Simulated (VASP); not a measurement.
Set up this calculation in VASP 6.6.1, as the native input.

- Task: single point
- Functional: PBE
- Dispersion: D3(BJ)
- Potentials or basis: VASP PAW PBE potentials, release 64 (In_d, As)
- Cutoff: 520 eV
- k mesh: 12 × 12 × 12
- Occupations: gaussian, width 0.1 eV
- Spin: no spin polarisation
- Dipole correction: no
- Further INCAR settings: ALGO = Fast; EDIFF = 1e-07; NBANDS = 16

The structure of InAs (d3) lies in POSCAR:

```
InAs
1.0
    0.0000000000      3.0554705470      3.0554705470
    3.0554705470      0.0000000000      3.0554705470
    3.0554705470      3.0554705470      0.0000000000
In As
1 1
Direct
    0.0000000000      0.0000000000      0.0000000000
    0.2500000000      0.2500000000      0.2500000000
```

One way to write it, as run:

INCAR

```
PREC = Accurate
ENCUT = 520
EDIFF = 1E-7
ISMEAR = 0
SIGMA = 0.1
LREAL = False
LASPH = True
NELM = 100
ALGO = Fast
ISIF = 2
LWAVE = False
LCHARG = True
GGA = PE
IVDW = 12
LELF = True
LVHAR = True
NBANDS = 16
```

KPOINTS

```
Automatic mesh
0
Gamma
  12 12 12
```

Potentials or basis: VASP PAW PBE potentials, release 64 (In_d, As).

Command:

```sh
$ cat potpaw_PBE.64/In_d/POTCAR potpaw_PBE.64/As/POTCAR > POTCAR
$ mpirun -np 1 vasp_std > vasp.out
```

It gave:

```json
{
  "Pressure": "0.1 GPa",
  "Band gap on the k mesh": "none (metal or under the smearing width)",
  "Dispersion energy per atom": "-0.312 eV"
}
```

Caveat: pairwise dispersion overbinds metals, which lowers pressure and volume; this crystal is a semiconductor, whose small gap the functional closes, so the metal is an error of the method.

Run time: 62 s on 1 thread of Intel(R) Xeon(R) Platinum 8488C (Sapphire Rapids) (shared host), peak memory 0.22 GiB.
